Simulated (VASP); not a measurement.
Input for VASP

### POSCAR
```
CsBr
1
    4.3758000000     0.0000000000     0.0000000000
    0.0000000000     4.3758000000     0.0000000000
    0.0000000000     0.0000000000     4.3758000000
Cs Br
1 1
Direct
  0.0000000000   0.0000000000   0.0000000000
  0.5000000000   0.5000000000   0.5000000000
```

KPOINTS:
```
Automatic mesh
0
Monkhorst-Pack
5 4 2
0 0 0
```

INCAR:
```
SYSTEM = CsBr
PREC = Accurate
ENCUT = 400
EDIFF = 1E-6
NELM = 100
ALGO = Normal
LREAL = .FALSE.
LASPH = .TRUE.
ISMEAR = 0
SIGMA = 0.05
GGA = PE
LMAXMIX = 4
LWAVE = .FALSE.
LCHARG = .FALSE.
ISIF = 2
```

POTCAR, in this order: Cs_sv Br (PBE.64 set). Program: vasp_std.

The resulting files:

File standard output:
```
 POSCAR found type information on POSCAR CsBr
 POSCAR found :  2 types and       2 ions
 Reading from existing POTCAR
 Reading from existing POTCAR
 LDA part: xc-table for (Slater+PW92), standard interpolation

 -----------------------------------------------------------------------------
|                                                                             |
|           W    W    AA    RRRRR   N    N  II  N    N   GGGG   !!!           |
|           W    W   A  A   R    R  NN   N  II  NN   N  G    G  !!!           |
|           W    W  A    A  R    R  N N  N  II  N N  N  G       !!!           |
|           W WW W  AAAAAA  RRRRR   N  N N  II  N  N N  G  GGG   !            |
|           WW  WW  A    A  R   R   N   NN  II  N   NN  G    G                |
|           W    W  A    A  R    R  N    N  II  N    N   GGGG   !!!           |
|                                                                             |
|     Your reciprocal lattice and k-lattice belong to different lattice       |
|     classes:                                                                |
|                                                                             |
|        The reciprocal lattice is simple cubic,                              |
|        whereas your k-lattice is simple orthorhombic.                       |
|                                                                             |
|     Results are often still useful ...                                      |
|                                                                             |
 -----------------------------------------------------------------------------

 POSCAR, INCAR and KPOINTS ok, starting setup
 WAVECAR not read
 entering main loop
       N       E                     dE             d eps       ncg     rms          rms(c)
DAV:   1     0.907520657553E+02    0.90752E+02   -0.56344E+03   144   0.924E+02
DAV:   2     0.573307138703E+00   -0.90179E+02   -0.82798E+02   220   0.167E+02
DAV:   3    -0.625912043161E+01   -0.68324E+01   -0.68130E+01   180   0.531E+01
DAV:   4    -0.633135686068E+01   -0.72236E-01   -0.72211E-01   168   0.650E+00
DAV:   5    -0.633202924010E+01   -0.67238E-03   -0.67223E-03   172   0.620E-01    0.178E+00
DAV:   6    -0.609494712597E+01    0.23708E+00   -0.35854E-01   168   0.301E+00    0.109E+00
DAV:   7    -0.605585017285E+01    0.39097E-01   -0.17304E-01   176   0.213E+00    0.583E-01
DAV:   8    -0.605856510585E+01   -0.27149E-02   -0.12296E-02   180   0.780E-01    0.926E-02
DAV:   9    -0.605901435808E+01   -0.44925E-03   -0.22093E-03   176   0.288E-01    0.776E-02
DAV:  10    -0.605906446109E+01   -0.50103E-04   -0.15038E-04   180   0.995E-02    0.124E-02
DAV:  11    -0.605907034693E+01   -0.58858E-05   -0.33956E-05   184   0.355E-02    0.476E-03
DAV:  12    -0.605907017786E+01    0.16907E-06   -0.74686E-06   176   0.168E-02
   1 F= -.60590702E+01 E0= -.60590702E+01  d E =-.195775E-11
```

### OUTCAR
```
------------------------ aborting loop because EDIFF is reached ----------------------------------------
  FORCE on cell =-STRESS in cart. coord.  units (eV):
  Direction    XX          YY          ZZ          XY          YZ          ZX
  --------------------------------------------------------------------------------------
  Total       -0.0141276     -0.0141276     -0.0141276     -0.0000000     -0.0000000      0.0000000
  in kB       -0.2701515     -0.2701515     -0.2701515     -0.0000000     -0.0000000      0.0000000
  external PRESSURE =      -0.2701515 kB  Pullay stress =       0.0000000 kB
  volume of cell :       83.79
      direct lattice vectors                 reciprocal lattice vectors
     4.375800000  0.000000000  0.000000000     0.228529640  0.000000000  0.000000000
     0.000000000  4.375800000  0.000000000     0.000000000  0.228529640  0.000000000
     0.000000000  0.000000000  4.375800000     0.000000000  0.000000000  0.228529640
 POSITION                                       TOTAL-FORCE (eV/Angst)
 -----------------------------------------------------------------------------------
      0.00000      0.00000      0.00000         0.000000      0.000000      0.000000
      2.18790      2.18790      2.18790         0.000000      0.000000      0.000000
 -----------------------------------------------------------------------------------
    total drift:                                0.000000      0.000000     -0.000000
  FREE ENERGIE OF THE ION-ELECTRON SYSTEM (eV)
  ---------------------------------------------------
  free  energy   TOTEN  =        -6.0590701779 eV

  energy  without entropy=       -6.0590701779  energy(sigma->0) =       -6.05907018
```
(Selected blocks of OUTCAR.)

Q: Read input and log: which fault does this run have?
A. the lattice vectors carry noise near SYMPREC
B. one atom is typed twice, on or next to the same site
C. the mesh has unequal divisions along equivalent axes and breaks the lattice's symmetry
D. LEPSILON was set for a metal

A: C, the mesh has unequal divisions along equivalent axes and breaks the lattice's symmetry. The run ends without an error. Against the sound run, the energy per atom (σ→0) decreases by 0.018 eV/atom; the pressure falls by 0.16 GPa; the band gap increases by 1.32 eV.

To mend it, correct KPOINTS.
### KPOINTS
```
Automatic mesh
0
Gamma
5 5 5
0 0 0
```
The mended run (PBE GGA, plane waves, VASP's PBE PAW potentials (set 64)) converges, and its OSZICAR ends with
```
   1 F= -.60233108E+01 E0= -.60233108E+01  d E =-.892163E-14
```

The compound is CsBr in the CsCl type structure. The cell was not relaxed at this level.
